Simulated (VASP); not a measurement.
# SnTe (Fm-3m) in VASP: notebook

Runs on SnTe. Level: r2SCAN. Tasks: single point.

Everything below comes from runs of VASP 6.6.1. Logs are shortened: lines on timing, memory, paths and dates and some standing lists are left out, and cuts for length are marked.

**Experimental background.**

From a printed reference work, textbook, for a bulk crystal of SnTe at 300 K: band gap 0.18 eV (direct).

The runs below are set against these values where they give the same quantity.

## (1) The cell of the first run

Symmetry: Fm-3m, No. 225, cubic system. Conventional cell: a = 6.370 Å, b = 6.370 Å, c = 6.370 Å, α = 90.00°, β = 90.00°, γ = 90.00°. Within 4.2 Å of Sn (site symmetry m-3m) lie 6 Te at 3.18 Å. Within 4.2 Å of Te (site symmetry m-3m) lie 6 Sn at 3.18 Å.

## (2) Single point, r2SCAN

POSCAR reads:

```
SnTe
1.0
    0.0000000000      3.1849659655      3.1849659655
    3.1849659655      0.0000000000      3.1849659655
    3.1849659655      3.1849659655      0.0000000000
Sn Te
1 1
Direct
    0.0000000000      0.0000000000      0.0000000000
    0.5000000000      0.5000000000      0.5000000000
```

INCAR.step1 reads:

```
ALGO     = Normal         # electronic algorithm
EDIFF    = 1E-4           # SCF threshold, eV
ENCUT    = 520            # plane-wave cutoff, eV
GGA      = PE             # functional
ISMEAR   = -1             # smearing method
LASPH    = T              # aspherical terms in the spheres
LCHARG   = F              # write CHGCAR
LREAL    = F              # projectors in reciprocal space
LWAVE    = T              # write WAVECAR
NBANDS   = 17             # bands
NELM     = 80             # most SCF steps
PREC     = Accurate       # precision mode
SIGMA    = 0.1            # smearing width, eV
```

INCAR.step2 reads:

```
ALGO     = Normal         # electronic algorithm
EDIFF    = 1E-6           # SCF threshold, eV
ENCUT    = 520            # plane-wave cutoff, eV
ISIF     = 2              # what is computed and relaxed
ISMEAR   = -1             # smearing method
ISTART   = 1            
LASPH    = T              # aspherical terms in the spheres
LCHARG   = F              # write CHGCAR
LMIXTAU  = T            
LREAL    = F              # projectors in reciprocal space
LWAVE    = F              # write WAVECAR
METAGGA  = R2SCAN         # meta-GGA
NBANDS   = 17             # bands
NELM     = 80             # most SCF steps
PREC     = Accurate       # precision mode
SIGMA    = 0.1            # smearing width, eV
```

KPOINTS reads:

```
k-points
0
Gamma
  14 14 14
```

Potentials or basis: VASP PAW PBE potentials, release 64 (Sn_d, Te).

On the command line:

```
cat potpaw_PBE.64/Sn_d/POTCAR potpaw_PBE.64/Te/POTCAR > POTCAR
cp INCAR.step1 INCAR
mpirun -np 1 vasp_std > vasp.out
cp INCAR.step2 INCAR
mpirun -np 1 vasp_std > vasp.out
```

OUTCAR:

```text
EDIFF = 1E-6
   ENCUT = 520
   ISIF = 2
   ISMEAR = -1
   ISTART = 1
   LASPH = T
   LREAL = F
   METAGGA = R2SCAN
   NELM = 80
   PREC = Accurate

 ion  position               nearest neighbor table
   1  0.000  0.000  0.000-   2 3.18   2 3.18   2 3.18   2 3.18   2 3.18   2 3.18
   2  0.500  0.500  0.500-   1 3.18   1 3.18   1 3.18   1 3.18   1 3.18   1 3.18

  LATTYP: Found a face centered cubic cell.
 ALAT       =     6.3699319310

  Lattice vectors:

 A1 = (   0.0000000000,   3.1849659655,   3.1849659655)
 A2 = (   3.1849659655,   0.0000000000,   3.1849659655)
 A3 = (   3.1849659655,   3.1849659655,   0.0000000000)

Analysis of symmetry for initial positions (statically):
=====================================================================
 Subroutine PRICEL returns:
 Original cell was already a primitive cell.

 Routine SETGRP: Setting up the symmetry group for a
 face centered cubic supercell.

 Subroutine GETGRP returns: Found 48 space group operations
 (whereof 48 operations were pure point group operations)
 out of a pool of 48 trial point group operations.

The static configuration has the point symmetry O_h .

Analysis of symmetry for dynamics (positions and initial velocities):
=====================================================================
 Subroutine PRICEL returns:
 Original cell was already a primitive cell.

 Routine SETGRP: Setting up the symmetry group for a
 face centered cubic supercell.

 Subroutine GETGRP returns: Found 48 space group operations
 (whereof 48 operations were pure point group operations)
 out of a pool of 48 trial point group operations.

The dynamic configuration has the point symmetry O_h .

 Subroutine INISYM returns: Found 48 space group operations
 (whereof 48 operations are pure point group operations),
 and found     1 'primitive' translations

----------------------------------------------------------------------------------------

                                     Primitive cell

  volume of cell :      64.6166

  direct lattice vectors                    reciprocal lattice vectors
     0.000000000  3.184965965  3.184965965    -0.156987549  0.156987549  0.156987549
     3.184965965  0.000000000  3.184965965     0.156987549 -0.156987549  0.156987549
     3.184965965  3.184965965  0.000000000     0.156987549  0.156987549 -0.156987549

  length of vectors
     4.504222064  4.504222064  4.504222064     0.271910411  0.271910411  0.271910411

  position of ions in fractional coordinates (direct lattice)
     0.000000000  0.000000000  0.000000000
     0.500000000  0.500000000  0.500000000

  ion indices of the primitive-cell ions
   primitive index   ion index
                 1           1
                 2           2

----------------------------------------------------------------------------------------

 KPOINTS: k-points

Automatic generation of k-mesh.
 Grid dimensions read from file:
 generate k-points for:   14   14   14

 Generating k-lattice:

  Cartesian coordinates                     Fractional coordinates (reciprocal lattice)
    -0.011213396  0.011213396  0.011213396     0.071428571  0.000000000  0.000000000
     0.011213396 -0.011213396  0.011213396     0.000000000  0.071428571  0.000000000
     0.011213396  0.011213396 -0.011213396     0.000000000  0.000000000  0.071428571

  Length of vectors
     0.019422172  0.019422172  0.019422172

  Shift w.r.t. Gamma in fractional coordinates (k-lattice)
     0.000000000  0.000000000  0.000000000

 Subroutine IBZKPT returns following result:
 ===========================================

 Found    104 irreducible k-points:

 Following reciprocal coordinates:
            Coordinates               Weight
  0.000000  0.000000  0.000000      1.000000
  0.071429  0.000000  0.000000      8.000000
  0.142857  0.000000  0.000000      8.000000
  0.214286  0.000000  0.000000      8.000000
  0.285714  0.000000  0.000000      8.000000
  0.357143  0.000000  0.000000      8.000000
[... 16 lines left out ...]
  0.214286  0.142857  0.000000     24.000000
  0.285714  0.142857  0.000000     24.000000
 [... further k-points ...]
   k-points           NKPTS =    104   k-points in BZ     NKDIM =    104   number of bands    NBANDS=     17
   number of dos      NEDOS =    301   number of ions     NIONS =      2
   total plane-waves  NPLWV =  46656
   dimension x,y,z NGX =    36 NGY =   36 NGZ =   36
   dimension x,y,z NGXF=    72 NGYF=   72 NGZF=   72
   ions per type =               1   1
   NGX,Y,Z   is equivalent  to a cutoff of  13.29, 13.29, 13.29 a.u.
   NGXF,Y,Z  is equivalent  to a cutoff of  26.57, 26.57, 26.57 a.u.
 SYSTEM =  unknown system
   PREC   = accura    normal or accurate (medium, high low for compatibility)
   ISTART =      1    job   : 0-new  1-cont  2-samecut
   ICHARG =      0    charge: 1-file 2-atom 10-const
   ISPIN  =      1    spin polarized calculation?
   LNONCOLLINEAR =      F non collinear calculations
   LSORBIT =      F    spin-orbit coupling
   LASPH  =      T    aspherical Exc in radial PAW
   ENCUT  =  520.0 eV  38.22 Ry    6.18 a.u.   8.37  8.37  8.37*2*pi/ulx,y,z
   NELM   =     80;   NELMIN=  2; NELMDL=  0     # of ELM steps
   EDIFF  = 0.1E-05   stopping-criterion for ELM
   LREAL  =      F    real-space projection
   EDIFFG = 0.1E-04   stopping-criterion for IOM
   NSW    =      0    number of steps for IOM
   IBRION =     -1    ionic relax: 0-MD 1-quasi-New 2-CG
   NFREE  =      0    steps in history (QN), initial steepest desc. (CG)
   ISIF   =      2    stress and relaxation
   ISYM   =      2    0-nonsym 1-usesym 2-fastsym
   POTIM  = 0.5000    time-step for ionic-motion
   TEBEG  =    0.0;   TEEND  =   0.0 temperature during run
   PSTRESS=    0.0 pullay stress
   NELECT =      20.0000    total number of electrons
   NUPDOWN=      -1.0000    fix difference up-down
   EMIN   =  10.00;   EMAX   =-10.00  energy-range for DOS
   EFERMI =   0.00;   METHOD = LEGACY
   ISMEAR =    -1;   SIGMA  =   0.10  broadening in eV -4-tet -1-fermi 0-gaus
   EFERMI_NEDOS =   21; number of points for ismear=-14 and -15
   IALGO  =     38    algorithm
   IMIX   =      4    mixing-type and parameters
     AMIX     =   0.40;   BMIX     =  1.00
     AMIX_MAG =   1.60;   BMIX_MAG =  1.00
  volume/ion in A,a.u.               =      32.31       218.03
  Fermi-wavevector in a.u.,A,eV,Ry     =   1.107397  2.092677 16.685209  1.226328
  Thomas-Fermi vector in A             =   2.243911
   LORBIT       =      0    0 simple, 1 ext, 2 COOP (PROOUT), +10 PAW based schemes
   METAGGA = R2SCAN    functional components
   LHFCALC =     F    Hartree Fock is set to
   AEXX    =    0.0000 exact exchange contribution
   IVDW    =     0    specifies the selected vdW correction
   LEPSILON=     F    determine dielectric tensor
   LRPA    =     F    only Hartree local field effects (RPA)
 non-spin polarized calculation
  energy-cutoff  :      520.00
  volume of cell :       64.62
 maximum number of plane-waves:      1807
 NGX is ok and might be reduce to    36
   NGX = 17   NGY = 17   NGZ = 17

 number of electron      20.0000002 magnetization

 Free energy of the ion-electron system (eV)
  ---------------------------------------------------
  ext. energy  EPLUGINS =         0.00000000
  ---------------------------------------------------
  free energy    TOTEN  =       -50.69079045 eV

  energy without entropy =      -50.68816566  energy(sigma->0) =      -50.68947805

 E-fermi :   6.5818     XC(G=0):  -9.9124

 val. band max:        6.3533226077   @ k =   0.4286   0.0000   0.0000
 cond. band min:       6.6187701817   @ k =   0.5000   0.0000   0.0000
 fundamental gap:      0.2654475740
 Fermi energy:         6.5817880369

 k-point     1 :       0.0000    0.0000    0.0000
  band No.  band energies     occupation
      1     -16.1315      2.00000
      2     -16.1315      2.00000
      3     -16.1228      2.00000
      4     -16.1228      2.00000
      5     -16.1228      2.00000
      6      -6.6396      2.00000
[... 9 lines left out ...]
     16      11.6420      0.00000
     17      13.6372      0.00000

 k-point     2 :       0.0714    0.0000    0.0000
  band No.  band energies     occupation
      1     -16.1317      2.00000
      2     -16.1317      2.00000
      3     -16.1227      2.00000
      4     -16.1225      2.00000
      5     -16.1225      2.00000
      6      -6.5959      2.00000
[... 9 lines left out ...]
     16      11.7509      0.00000
     17      13.9951      0.00000

 k-point     3 :       0.1429    0.0000    0.0000
  band No.  band energies     occupation
      1     -16.1322      2.00000
      2     -16.1322      2.00000
      3     -16.1225      2.00000
      4     -16.1218      2.00000
      5     -16.1218      2.00000
      6      -6.4673      2.00000
[... 9 lines left out ...]
     16      12.0596      0.00000
     17      14.8751      0.00000

 k-point     4 :       0.2143    0.0000    0.0000
  band No.  band energies     occupation
      1     -16.1332      2.00000
      2     -16.1332      2.00000
      3     -16.1222      2.00000
      4     -16.1206      2.00000
      5     -16.1206      2.00000
      6      -6.2619      2.00000
[... 9 lines left out ...]
     16      12.5524      0.00000
     17      16.0306      0.00000
[... 343 lines left out ...]
      1     -16.1343      2.00000
      2     -16.1307      2.00000
      3     -16.1234      2.00000
      4     -16.1210      2.00000
      5     -16.1210      2.00000
      6      -6.4107      2.00000
[... 9 lines left out ...]
     16      12.7285      0.00000
     17      13.8771      0.00000

 k-point    23 :       0.2143    0.1429    0.0000
  band No.  band energies     occupation
      1     -16.1357      2.00000
      2     -16.1306      2.00000
      3     -16.1235      2.00000
      4     -16.1201      2.00000
      5     -16.1199      2.00000
      6      -6.2603      2.00000
[... 9 lines left out ...]
     16      13.2599      0.00000
     17      14.3671      0.00000

 k-point    24 :       0.2857    0.1429    0.0000
  band No.  band energies     occupation
      1     -16.1370      2.00000
      2     -16.1312      2.00000
      3     -16.1231      2.00000
      4     -16.1191      2.00000
      5     -16.1186      2.00000
      6      -6.0413      2.00000
[... 9 lines left out ...]
     16      13.9155      0.00000
     17      15.3734      0.00000

 [... further k-points ...]

------------------------ aborting loop because EDIFF is reached ----------------------------------------

  FORCE on cell =-STRESS in cart. coord.  units (eV):
  Direction    XX          YY          ZZ          XY          YZ          ZX
  --------------------------------------------------------------------------------------
  -------------------------------------------------------------------------------------
  Total       -0.0062623     -0.0062623     -0.0062623      0.0000000     -0.0000000      0.0000000
  in kB       -0.1552742     -0.1552742     -0.1552742      0.0000000     -0.0000000      0.0000000
  external PRESSURE =      -0.1552742 kB  Pullay stress =       0.0000000 kB

 VOLUME and BASIS-vectors are now :
 -----------------------------------------------------------------------------
  energy-cutoff  :      520.00
  volume of cell :       64.62
      direct lattice vectors                 reciprocal lattice vectors
     0.000000000  3.184965965  3.184965965    -0.156987549  0.156987549  0.156987549
     3.184965965  0.000000000  3.184965965     0.156987549 -0.156987549  0.156987549
     3.184965965  3.184965965  0.000000000     0.156987549  0.156987549 -0.156987549

 POSITION                                       TOTAL-FORCE (eV/Angst)
 -----------------------------------------------------------------------------------
      0.00000      0.00000      0.00000         0.000000      0.000000     -0.000000
      3.18497      3.18497      3.18497         0.000000     -0.000000      0.000000
 -----------------------------------------------------------------------------------
    total drift:                               -0.000000      0.000000      0.000000

  FREE ENERGIE OF THE ION-ELECTRON SYSTEM (eV)
  ---------------------------------------------------
  free  energy   TOTEN  =       -50.6907904481 eV

  energy  without entropy=      -50.6881656564  energy(sigma->0) =      -50.68947805
```

Wall time 7.2 min (1 thread of Intel Xeon 8259CL, shared host); peak memory 0.3 GiB.

Results:

| Item | Value |
| --- | --- |
| Free energy | -50.6908 eV |
| Pressure | 0.0 GPa |
| Band gap on the k mesh | 0.13 eV |

Caveat: the smearing spreads over this small gap; semilocal functionals underestimate gaps, and a narrow one can read as zero; the PAW data sets were made with another functional, which shifts forces and pressure a little; spin-orbit coupling is left out, which moves the levels of the heavy elements.

## (3) Single point, r2SCAN

POSCAR reads:

```
SnTe
1.0
    0.0000000000      3.1849883023      3.1849883023
    3.1849883023      0.0000000000      3.1849883023
    3.1849883023      3.1849883023      0.0000000000
Sn Te
1 1
Direct
    0.0000000000      0.0000000000      0.0000000000
    0.5000000000      0.5000000000      0.5000000000
```

INCAR.step1 reads:

```
PREC     = Accurate       # precision mode
ENCUT    = 520            # plane-wave cutoff, eV
ISMEAR   = -1             # smearing method
SIGMA    = 0.1            # smearing width, eV
LREAL    = False          # projectors in reciprocal space
LASPH    = True           # aspherical terms in the spheres
NELM     = 80             # most SCF steps
NBANDS   = 17             # bands
GGA      = PE             # functional
ALGO     = Normal         # electronic algorithm
EDIFF    = 1E-4           # SCF threshold, eV
LWAVE    = True           # write WAVECAR
LCHARG   = False          # write CHGCAR
```

INCAR.step2 reads:

```
PREC     = Accurate       # precision mode
ENCUT    = 520            # plane-wave cutoff, eV
EDIFF    = 1E-6           # SCF threshold, eV
ISMEAR   = -1             # smearing method
SIGMA    = 0.1            # smearing width, eV
LREAL    = False          # projectors in reciprocal space
LASPH    = True           # aspherical terms in the spheres
NELM     = 80             # most SCF steps
ALGO     = Normal         # electronic algorithm
ISIF     = 2              # what is computed and relaxed
LWAVE    = False          # write WAVECAR
LCHARG   = False          # write CHGCAR
METAGGA  = R2SCAN         # meta-GGA
LMIXTAU  = True         
NBANDS   = 17             # bands
ISTART   = 1
```

KPOINTS reads:

```
Automatic mesh
0
Gamma
  14 14 14
```

Potentials or basis: VASP PAW PBE potentials, release 64 (Sn_d, Te).

On the command line:

```
cat potpaw_PBE.64/Sn_d/POTCAR potpaw_PBE.64/Te/POTCAR > POTCAR
cp INCAR.step1 INCAR
mpirun -np 1 vasp_std > vasp.out
cp INCAR.step2 INCAR
mpirun -np 1 vasp_std > vasp.out
```

OUTCAR:

```text
PREC = Accurate
   ENCUT = 520
   EDIFF = 1E-6
   ISMEAR = -1
   LREAL = False
   LASPH = True
   NELM = 80
   ISIF = 2
   METAGGA = R2SCAN
   ISTART = 1

 ion  position               nearest neighbor table
   1  0.000  0.000  0.000-   2 3.18   2 3.18   2 3.18   2 3.18   2 3.18   2 3.18
   2  0.500  0.500  0.500-   1 3.18   1 3.18   1 3.18   1 3.18   1 3.18   1 3.18

  LATTYP: Found a face centered cubic cell.
 ALAT       =     6.3699766046

  Lattice vectors:

 A1 = (   0.0000000000,   3.1849883023,   3.1849883023)
 A2 = (   3.1849883023,   0.0000000000,   3.1849883023)
 A3 = (   3.1849883023,   3.1849883023,   0.0000000000)

Analysis of symmetry for initial positions (statically):
=====================================================================
 Subroutine PRICEL returns:
 Original cell was already a primitive cell.

 Routine SETGRP: Setting up the symmetry group for a
 face centered cubic supercell.

 Subroutine GETGRP returns: Found 48 space group operations
[... 160 lines left out ...]
  ---------------------------------------------------
  free energy    TOTEN  =       -50.69079017 eV

  energy without entropy =      -50.68816575  energy(sigma->0) =      -50.68947796

 E-fermi :   6.5815     XC(G=0):  -9.9123

 val. band max:        6.3530324262   @ k =   0.4286   0.0000   0.0000
 cond. band min:       6.6184566131   @ k =   0.5000   0.0000   0.0000
 fundamental gap:      0.2654241869
 Fermi energy:         6.5815218530

 k-point     1 :       0.0000    0.0000    0.0000
  band No.  band energies     occupation
      1     -16.1318      2.00000
      2     -16.1318      2.00000
      3     -16.1231      2.00000
      4     -16.1231      2.00000
      5     -16.1231      2.00000
      6      -6.6397      2.00000
[... 457 lines left out ...]
      4     -16.1194      2.00000
      5     -16.1188      2.00000
      6      -6.0414      2.00000
[... 9 lines left out ...]
     16      13.9153      0.00000
     17      15.3731      0.00000

 [... further k-points ...]

------------------------ aborting loop because EDIFF is reached ----------------------------------------

  FORCE on cell =-STRESS in cart. coord.  units (eV):
  Direction    XX          YY          ZZ          XY          YZ          ZX
  --------------------------------------------------------------------------------------
  -------------------------------------------------------------------------------------
  Total       -0.0066348     -0.0066348     -0.0066348      0.0000000      0.0000000     -0.0000000
  in kB       -0.1645063     -0.1645063     -0.1645063      0.0000000      0.0000000     -0.0000000
  external PRESSURE =      -0.1645063 kB  Pullay stress =       0.0000000 kB

 VOLUME and BASIS-vectors are now :
 -----------------------------------------------------------------------------
  energy-cutoff  :      520.00
  volume of cell :       64.62
      direct lattice vectors                 reciprocal lattice vectors
     0.000000000  3.184988302  3.184988302    -0.156986448  0.156986448  0.156986448
     3.184988302  0.000000000  3.184988302     0.156986448 -0.156986448  0.156986448
     3.184988302  3.184988302  0.000000000     0.156986448  0.156986448 -0.156986448

 POSITION                                       TOTAL-FORCE (eV/Angst)
 -----------------------------------------------------------------------------------
      0.00000      0.00000      0.00000         0.000000      0.000000     -0.000000
      3.18499      3.18499      3.18499         0.000000      0.000000      0.000000
 -----------------------------------------------------------------------------------
    total drift:                               -0.000000      0.000000      0.000000

  FREE ENERGIE OF THE ION-ELECTRON SYSTEM (eV)
  ---------------------------------------------------
  free  energy   TOTEN  =       -50.6907901711 eV

  energy  without entropy=      -50.6881657549  energy(sigma->0) =      -50.68947796
```

Wall time 6.9 min (1 thread of Intel Xeon 8259CL, shared host); peak memory 0.3 GiB.

Results:

```yaml
Free_energy: -50.6908 eV
Pressure: 0.0 GPa
Band_gap_on_the_k_mesh: 0.13 eV
```

Caveat: the smearing spreads over this small gap; semilocal functionals underestimate gaps, and a narrow one can read as zero; the PAW data sets were made with another functional, which shifts forces and pressure a little; spin-orbit coupling is left out, which moves the levels of the heavy elements.

## (4) How close it comes

Step 3. Against the measured gap of SnTe, 0.18 eV (direct; 300 K; a printed reference work, textbook), the calculated 0.13 eV is off by -0.05 eV. Spin-orbit coupling on Sn, Te is left out. The value is that of r2SCAN on a finite k mesh, which can miss the band edges, without temperature or zero-point motion.

The gap in the log of VASP goes by the Fermi energy; the results here count the filled bands.